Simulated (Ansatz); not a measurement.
**Sb: single point with LDA**

Crystal: Sb.

```
CELL_PARAMETERS angstrom
3.35453 0.00000 0.00000
-1.67727 2.90511 0.00000
0.00000 0.00000 5.47016
ATOMIC_POSITIONS crystal
Sb 0.66667 0.33333 0.75000
Sb 0.33333 0.66667 0.25000
```

This isn't the form of Sb at room conditions, which is rhombohedral.

* Program: Ansatz 0.2.0
* Task: single point
* Functional: LDA
* Potentials or basis: all-electron LAPW, scalar-relativistic
* Cutoff: 157 eV (chosen from the basis error)
* Basis error allowed: 0.001 eV/atom
* k mesh: 9 × 9 × 5
* Occupations: gaussian, width 0.05 eV
* Spin: no spin polarisation

```yaml
Pressure: -2.6 GPa
Band_gap_on_the_k_mesh: none (metal or under the smearing width)
```

Stress tensor (GPa, compression positive):
```
-2.65  0.00  0.00
 0.00 -2.65  0.00
 0.00  0.00 -2.57
```

Levels at points of the mesh, in eV from the Fermi level:
```tsv
k point	band 21	band 22	band 23	band 24	band 25	band 26
(0.00, 0.00, 0.00)	-5.73	3.65	3.65	5.29	5.29	5.50
```

It took 5.5 s on 1 thread of Arm Neoverse V2 (shared host), peak memory 0.27 GiB.

Spin-orbit coupling is left out, which matters for the levels of Sb.
